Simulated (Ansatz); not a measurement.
Input and command of a plane-wave DFT calculation in Ansatz:

```yaml
crystal:
  lattice:
    - [1.8048137541, -1.8048137541, 0.0]
    - [1.8048137541, 0.0, -1.8048137541]
    - [7.0460499356, 7.0460499356, 7.0460499356]
  atoms:
    - { symbol: B, position: [1.0, 0.0, 0.405529504] }
    - { symbol: B, position: [0.3333333333, 0.3333333333, 0.2347658591] }
    - { symbol: B, position: [0.6666666667, 0.6666666667, 0.5762931489] }
    - { symbol: B, position: [1.0, 1.0, 0.9178204388] }
    - { symbol: B, position: [0.3333333333, 0.3333333333, 0.7470567939] }
    - { symbol: B, position: [0.6666666667, 0.6666666667, 0.0640022141] }
    - { symbol: "N", position: [0.6666666667, 0.6666666667, 0.4482204152] }
    - { symbol: "N", position: [0.0, 0.0, 0.2774567703] }
    - { symbol: "N", position: [0.3333333333, 0.3333333333, 0.6189840602] }
    - { symbol: "N", position: [0.6666666667, 0.6666666667, 0.96051135] }
    - { symbol: "N", position: [0.0, 0.0, 0.7897477051] }
    - { symbol: "N", position: [0.3333333333, 0.3333333333, 0.1066931254] }
basis:
  ecutwfc: 500
kpoints:
  mp_grid: { grid: [10, 10, 2] }
hamiltonian:
  xc: r2scan
scf:
  occupations: { method: gaussian, width: 0.05 }
output:
  forces: true
  stress: true
  eigenvalues: true
  write_density: true
  write_potential: true
  elf: true
  volumetric_format: npy
```

```bash
ansatz run input.yaml --threads 2 --pin off --max-ram 5120MiB --backend cpu --events-out ev --progress --plain --runs-dir out
```

Processor: Arm Neoverse V2, 2 threads, on a host shared with other jobs.

**Question.** Estimate time, memory and problem size.

**Answer.** About 10 s on 2 threads of Arm Neoverse V2, on a shared host, peak memory 0.45 GiB. It solves 36 bands at 28 k points (the mesh reduced by the symmetry that the task leaves, which can be less than the crystal's) with about 1749 plane waves, in 8 SCF iterations.
